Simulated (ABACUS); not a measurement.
# C (Fd-3m) in ABACUS: relaxation of cell and atoms with BLYP

Aim: the relaxation of cell and atoms of C with BLYP.

Program: ABACUS 3.10.1. These are calculated values, not measurements. Logs are shortened: lines on timing, memory, paths and dates and some standing lists are left out, and cuts for length are marked.

## Step 1: The structure

The structure is cubic, space group Fd-3m (No. 227). Conventional cell: a = 3.567 Å, b = 3.567 Å, c = 3.567 Å, α = 90.00°, β = 90.00°, γ = 90.00°. C (site symmetry -43m) is surrounded by 4 C at 1.54 Å.

This isn't the form of C at room conditions, which is graphite.

## Step 2: Relaxation of cell and atoms, BLYP

run_abacus.py reads:

```python
"""ABACUS run from a structure file: ASE reads it, the script writes STRU, KPT and INPUT."""
import re
import subprocess
from ase.io import read
from ase.units import Bohr

atoms = read("C.cif")
atoms = atoms[(-atoms.numbers).argsort(kind="stable")]  # ABACUS lists atoms element by element
pseudo = {'C': '06_C_4_1.2_1.2_pbe_n_v1.0.upf'}
orbital = {}
magmoms = None
kmesh = [10, 10, 10]
params = {
    'suffix': 'C',
    'calculation': 'cell-relax',
    'basis_type': 'pw',
    'pseudo_dir': './',
    'symmetry': 1,
    'dft_functional': 'GGA_X_B88+GGA_C_LYP',
    'ecutwfc': 82,
    'pseudo_rcut': 10,
    'nspin': 1,
    'nbands': 8,
    'ks_solver': 'dav',
    'smearing_method': 'fd',
    'smearing_sigma': 0.00367493,
    'scf_thr': 1e-08,
    'scf_nmax': 100,
    'mixing_type': 'broyden',
    'mixing_beta': 0.7,
    'cal_force': 1,
    'cal_stress': 1,
    'relax_nmax': 60,
    'force_thr_ev': 0.02,
    'relax_method': 'cg',
    'out_stru': 1,
    'stress_thr': 1,
    'kpar': 4,
}

symbols = atoms.get_chemical_symbols()
elements = list(dict.fromkeys(symbols))
lines = ["ATOMIC_SPECIES"] + [f"{e} {atoms.get_masses()[symbols.index(e)]:.4f} {pseudo[e]}" for e in elements]
if orbital:
    lines += ["", "NUMERICAL_ORBITAL"] + [orbital[e] for e in elements]
lines += ["", "LATTICE_CONSTANT", f"{1 / Bohr:.10f}", "", "LATTICE_VECTORS"]
lines += [" ".join(f"{x:.10f}" for x in v) for v in atoms.cell]
lines += ["", "ATOMIC_POSITIONS", "Direct"]
for e in elements:
    lines += ["", e, "0.0", str(symbols.count(e))]
    for i, p in enumerate(atoms.get_scaled_positions(wrap=False)):
        if symbols[i] == e:
            mag = "" if magmoms is None else " mag " + " ".join(str(x) for x in (magmoms[i] if isinstance(magmoms[i], list) else [magmoms[i]]))
            lines.append(" ".join(f"{x:.10f}" for x in p) + " 1 1 1" + mag)
open("STRU", "w").write("\n".join(lines) + "\n")
open("KPT", "w").write("K_POINTS\n0\nGamma\n%d %d %d 0 0 0\n" % tuple(kmesh))
open("INPUT", "w").write("INPUT_PARAMETERS\n" + "".join(f"{k:<20s}{v}\n" for k, v in params.items()))

done = subprocess.run(['mpirun', '-np', '4', 'abacus'])
if done.returncode:
    raise SystemExit(done.returncode)
log = open("OUT.C/running_cell-relax.log").read()
print("final energy (eV):", re.findall(r"FINAL_ETOT_IS (\S+)", log))
```

C.cif reads:

```cif
data_C
_cell_length_a 2.52206604
_cell_length_b 2.52206604
_cell_length_c 2.52206604
_cell_angle_alpha 60.00000000
_cell_angle_beta 60.00000000
_cell_angle_gamma 60.00000000
_space_group_name_H-M_alt 'P1'
_space_group_name_Hall 'P 1'
_space_group_IT_number 1
loop_
_space_group_symop_operation_xyz
'x,y,z'
loop_
_atom_site_label
_atom_site_type_symbol
_atom_site_symmetry_multiplicity
_atom_site_Wyckoff_symbol
_atom_site_fract_x
_atom_site_fract_y
_atom_site_fract_z
_atom_site_occupancy
C1 C 1 a 0.7500000000 0.7500000000 0.7500000000 1
C2 C 1 a 0.5000000000 0.5000000000 0.5000000000 1
```

Potentials or basis: SPMS ONCV 1.0 PBE, plane waves.

The run is started by

```bash
> OMP_NUM_THREADS=1 python run_abacus.py > log
```

running log:

```text
ABACUS v3.10.1

               Atomic-orbital Based Ab-initio Computation at UStc

 ------------------------------------------------------------------------------------

 READING GENERAL INFORMATION
                           global_out_dir = OUT.C/
                           global_in_card = INPUT
                               pseudo_dir = ./
                              orbital_dir =
                                    DSIZE = 4
                                    GSIZE = 1

 READING UNITCELL INFORMATION
                                    ntype = 1
                  lattice constant (Bohr) = 1.88973
              lattice constant (Angstrom) = 1

 READING ATOM TYPE 1
                               atom label = C
                      L=0, number of zeta = 1
                      L=1, number of zeta = 1
                      L=2, number of zeta = 1
             number of atom for this type = 2

                        TOTAL ATOM NUMBER = 2
DIRECT COORDINATES
    atom                   x                   y                   z     mag                  vx                  vy                  vz
taud_C1            0.7500000000        0.7500000000        0.7500000000  0.0000        0.0000000000        0.0000000000        0.0000000000
taud_C2            0.5000000000        0.5000000000        0.5000000000  0.0000        0.0000000000        0.0000000000        0.0000000000

                          Volume (Bohr^3) = 76.551
                             Volume (A^3) = 11.3437

 Lattice vectors: (Cartesian coordinate: in unit of a_0)
             +2.52207                  +0                  +0
             +1.26103            +2.18417                  +0
             +1.26103           +0.728058            +2.05926
 Reciprocal vectors: (Cartesian coordinate: in unit of 2 pi/a_0)
              +0.3965            -0.22892           -0.161871
                   -0           +0.457839           -0.161871
                   +0                  -0           +0.485612
 The esolver type has been set to : ksdft_pw

                PAO radial cut off (Bohr) = 10

 Read in pseudopotential file is 06_C_4_1.2_1.2_pbe_n_v1.0.upf
                     pseudopotential type = NC
          exchange-correlation functional = PBE
                 nonlocal core correction = 1
                        valence electrons = 4
                                     lmax = 1
                           number of zeta = 2
                     number of projectors = 4
                           L of projector = 0
                           L of projector = 0
                           L of projector = 1
                           L of projector = 1
 XC functional updated to : GGA_X_B88+GGA_C_LYP
          exchange-correlation functional = GGA_X_B88+GGA_C_LYP
     initial pseudo atomic orbital number = 8

 SETUP THE ELECTRONS NUMBER
             electron number of element C = 4
       total electron number of element C = 8
            AUTOSET number of electrons:  = 8
                           occupied bands = 4
                                   NBANDS = 8
                                   NLOCAL = 18

 SETUP THE PLANE WAVE BASIS
 energy cutoff for charge/potential (unit:Ry) = 328
            fft grid for charge/potential = [ 27, 27, 27 ]
                        fft grid division = [ 1, 1, 1 ]
        big fft grid for charge/potential = [ 27, 27, 27 ]
                                     nbxx = 19683
                                     nrxx = 19683

 SETUP PLANE WAVES FOR CHARGE/POTENTIAL
                    number of plane waves = 7727
                         number of sticks = 511

 PARALLEL PW FOR CHARGE/POTENTIAL
     PROC   COLUMNS(POT)             PW
        1            511           7727
 --------------- sum -------------------
        1            511           7727
                            number of |g| = 128
                                  max |g| = 29.556
                                  min |g| = 0

----------- Double Check Mixing Parameters Begin ------------
mixing_type: broyden
mixing_beta: 0.7
mixing_gg0: 1
mixing_gg0_min: 0.1
mixing_ndim: 8
----------- Double Check Mixing Parameters End ------------

 LATTICE VECTORS: (CARTESIAN COORDINATE: IN UNIT OF A0)
             +2.52207                  +0                  +0
             +1.26103            +2.18417                  +0
             +1.26103           +0.728058            +2.05926
                       right hand lattice = 1
                                   NORM_A = 2.52207
                                   NORM_B = 2.52207
                                   NORM_C = 2.52207
                           ALPHA (DEGREE) = 60
                           BETA  (DEGREE) = 60
                           GAMMA (DEGREE) = 60

 The lattice vectors have been changed (STRU_SIMPLE.cif)

(for optimal symmetric configuration:)
                             BRAVAIS TYPE = 3
                     BRAVAIS LATTICE NAME = 03. Cubic F (face-centered)
                                    ibrav = 3
                                    IBRAV = 3
                                  BRAVAIS = FACE CENTERED CUBIC
                       LATTICE CONSTANT A = 3.56674
Original cell was already a primitive cell.
                        ROTATION MATRICES = 48
              PURE POINT GROUP OPERATIONS = 24
                   SPACE GROUP OPERATIONS = 48
                                       C2 = 3
                                       C3 = 8
                                       C4 = 0
                                       C6 = 0
                                       S1 = 6
                                       S3 = 0
                                       S4 = 6
                                       S6 = 0
                              POINT GROUP = T_d
               POINT GROUP IN SPACE GROUP = O_h

 SETUP K-POINTS
                                    nspin = 1
                   Input type of k points = Monkhorst-Pack(Gamma)
                                   nkstot = 1000
                       right hand lattice = 1
(for reciprocal lattice: )
                             BRAVAIS TYPE = 2
                     BRAVAIS LATTICE NAME = 02. Cubic I (body-centered)
                                    ibrav = 2
                       right hand lattice = 1
(for k-lattice: )
                             BRAVAIS TYPE = 2
                     BRAVAIS LATTICE NAME = 02. Cubic I (body-centered)
                                    ibrav = 2
                       right hand lattice = 1
                        ROTATION MATRICES = 48
                               nkstot_ibz = 47
K-POINTS REDUCTION ACCORDING TO SYMMETRY
     IBZ    DIRECT_X    DIRECT_Y    DIRECT_Z  WEIGHT  ibz2bz
       1  0.00000000  0.00000000  0.00000000  0.0010       0
       2  0.10000000  0.10000000  0.10000000  0.0080       1
       3  0.20000000  0.20000000  0.20000000  0.0080       2
       4  0.30000000  0.30000000  0.30000000  0.0080       3
       5  0.40000000  0.40000000  0.40000000  0.0080       4
       6  0.50000000  0.50000000  0.50000000  0.0040       5
[... 22 lines left out ...]
      29  0.50000000  0.50000000  0.10000000  0.0240      45
      30 -0.20000000  0.40000000  0.40000000  0.0120      46
[... 17 further k points ...]

                               nkstot now = 47
[... K-POINTS DIRECT COORDINATES: 47 rows ...]

           k-point number in this process = 12
       minimum distributed K point number = 11
[... stars of the k points ...]

[... K-POINTS CARTESIAN COORDINATES: 12 rows ...]

[... K-POINTS DIRECT COORDINATES: 12 rows ...]

 SETUP PLANE WAVES FOR WAVE FUNCTIONS
     energy cutoff for wavefunc (unit:Ry) = 82
              fft grid for wave functions = [ 27, 27, 27 ]
                    number of plane waves = 1243
                         number of sticks = 151

 PARALLEL PW FOR WAVE FUNCTIONS
     PROC   COLUMNS(POT)             PW
        1            151           1243
 --------------- sum -------------------
        1            151           1243

 SETUP NONLOCAL PSEUDOPOTENTIALS IN PLANE WAVE BASIS
 C non-local projectors:
 projector 1 L=0
 projector 2 L=0
 projector 3 L=1
 projector 4 L=1
      TOTAL NUMBER OF NONLOCAL PROJECTORS = 16

 Init Non-Local PseudoPotential table :
 Init Non-Local-Pseudopotential done.

                                     npwx = 964

 Make real space PAO into reciprocal space.
       max mesh points in Pseudopotential = 1001
     dq(describe PAO in reciprocal space) = 0.01
                                    max q = 1819

 number of pseudo atomic orbitals for C is 2
WARNING: norm of atomic wavefunction # 2 of atomic type C is 0.999989, renormalized

 -------------------------------------------
 STEP OF RELAXATION : 1
 -------------------------------------------
                                 init_chg = atomic

 PW ALGORITHM --------------- ION=   1  ELEC=   1--------------------------------

 Density error is 0.1362331995
                          Error Threshold = 0.01
----------------------------------------------------------
     Energy           Rydberg                 eV
----------------------------------------------------------
 E_KohnSham     -23.9372099251       -325.6824492035
 E_Harris       -23.4929173492       -319.6375385921
 E_Fermi        1.0878450071         14.8008906370
----------------------------------------------------------

 PW ALGORITHM --------------- ION=   1  ELEC=   2--------------------------------

 Density error is 0.00606928119719
                          Error Threshold = 0.00170291499375
----------------------------------------------------------
     Energy           Rydberg                 eV
----------------------------------------------------------
 E_KohnSham     -23.9443097391       -325.7790471285
 E_Harris       -23.8375299961       -324.3262341930
 E_Fermi        1.1759368455         15.9994415868
----------------------------------------------------------

 PW ALGORITHM --------------- ION=   1  ELEC=   3--------------------------------

 Density error is 0.000138955790934
                          Error Threshold = 7.58660149649e-05
----------------------------------------------------------
     Energy           Rydberg                 eV
----------------------------------------------------------
 E_KohnSham     -23.9452097348       -325.7912921988
 E_Harris       -23.9448112348       -325.7858703280
 E_Fermi        1.1973830704         16.2912324467
----------------------------------------------------------
[... 578 lines left out ...]
------------------------------------------------------------------------------------------
 TOTAL-FORCE (eV/Angstrom)
------------------------------------------------------------------------------------------
                        C1         0.0000000000         0.0000000000         0.0000000000
                        C2         0.0000000000         0.0000000000         0.0000000000
------------------------------------------------------------------------------------------

----------------------------------------------------------------
 TOTAL-STRESS (KBAR)
----------------------------------------------------------------
        -0.2100157241         0.0000000000        -0.0000000000
         0.0000000000        -0.2100157241         0.0000000000
        -0.0000000000         0.0000000000        -0.2100157241
----------------------------------------------------------------
 TOTAL-PRESSURE: -0.210016 KBAR

 Largest gradient in force is 0.000000 eV/A.
 Threshold is 0.020000 eV/A.

 Largest gradient in stress is 0.210016 kbar.
 Threshold is 1.000000 kbar.

 Relaxation is converged!

 --------------------------------------------
 !FINAL_ETOT_IS -325.8128483413085519 eV
 --------------------------------------------
```

Run time: 3.8 s. Hardware: 4 MPI ranks of AMD EPYC 9R45 (Zen 5), shared host; peak memory 0.36 GiB.

What came out:

* Free energy: -325.8128 eV
* Relaxed volume: 5.89 Å³/atom
* Relaxed cell: a = 2.554 Å, b = 2.554 Å, c = 2.554 Å, α = 60.00°, β = 60.00°, γ = 60.00°
* Space group after relaxing (to 0.05 Å): Fd-3m (No. 227)
* Energy gained by relaxing: 10.7 meV/atom
* Ionic steps: 6
* Pressure after relaxing: 0.0 GPa
* Band gap on the k mesh: 4.40 eV, indirect (least direct gap 5.63 eV)

The path:
| step | energy change (eV) | largest force (eV/Å) | pressure (GPa) | volume (Å³) |
| --- | --- | --- | --- | --- |
| 1 | 0.0000 | 0.0000 | 16.26 | 11.34 |
| 2 | 0.0112 | 0.0000 | -17.57 | 12.35 |
| 3 | -0.0214 | 0.0000 | -0.15 | 11.78 |
| 4 | -0.0214 | 0.0000 | -0.16 | 11.78 |
| 5 | -0.0214 | 0.0000 | 0.18 | 11.77 |
| 6 | -0.0214 | 0.0000 | -0.02 | 11.78 |

Final structure:
```yaml
crystal:
  lattice:
    - [2.55390, 0.00000, 0.00000]
    - [1.27695, 2.21174, 0.00000]
    - [1.27695, 0.73725, 2.08525]
  atoms:
    - { symbol: C, position: [0.75000, 0.75000, 0.75000] }
    - { symbol: C, position: [0.50000, 0.50000, 0.50000] }
```

Levels at points of the mesh, in eV from the valence-band top:
| k point | band 2 | band 3 | band 4 |
| --- | --- | --- | --- |
| (0.00, 0.00, 0.00) | 0.00 | 0.00 | 0.00 |
| (0.50, 0.50, 0.50) | -12.78 | -2.68 | -2.68 |
| (0.50, 0.50, 0.00) | -12.39 | -6.00 | -6.00 |

Caveat: the potentials were made for another functional, which shifts forces and pressure. Expect the measured gap to be larger: semilocal functionals such as BLYP lack the derivative discontinuity.
